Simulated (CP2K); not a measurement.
BN:

```
CELL_PARAMETERS angstrom
2.49824 0.00000 0.00000
-1.24912 2.16354 0.00000
0.00000 0.00000 6.63570
ATOMIC_POSITIONS crystal
N 0.66667 0.33333 0.25000
N 0.33333 0.66667 0.75000
B 0.66667 0.33333 0.75000
B 0.33333 0.66667 0.25000
```

Program: CP2K 2026.2. Alike in all runs: no spin polarisation; cell as given; k mesh 12 × 12 × 4; smearing fermi-dirac 0.05 eV.

Order these runs on this cell by their pressure, lowest first.
A. level LDA; potentials or basis POTENTIAL_UZH N GTH-PBE-q5, B GTH-PBE-q3; TZVP-MOLOPT-PBE-GTH basis; points a segment of the path (NPOINTS) 10; bands added on the path 2
B. level r2SCAN+D3(BJ); potentials or basis POTENTIAL_UZH N GTH-SCAN-q5, B GTH-SCAN-q3; TZVP-MOLOPT-SCAN-GTH basis; D3 from the s-dftd3 library (D3_REFERENCE_CODE) yes; cutoff radius of the dispersion sum (A) 20
C. level BEEF-vdW; potentials or basis POTENTIAL_UZH N GTH-PBE-q5, B GTH-PBE-q3; TZVP-MOLOPT-PBE-GTH basis; points a segment of the path (NPOINTS) 10; bands added on the path 2; cutoff of the non-local correlation (Ry) 300
D. level BLYP; potentials or basis POTENTIAL_UZH N GTH-PBE-q5, B GTH-PBE-q3; TZVP-MOLOPT-PBE-GTH basis; points a segment of the path (NPOINTS) 10; bands added on the path 2

B (-0.6 GPa), C (1.4 GPa), A (3.8 GPa), D (7.8 GPa).

Caveats: the basis of atomic orbitals isn't converged, which shifts pressures, moduli and gaps; the potentials were made for another functional, which shifts forces and pressure (some runs); this functional lacks dispersion, which binds the layers, so the pressure and a relaxed spacing across them are unreliable (some runs).

Runs at the PBE level aren't shown here.
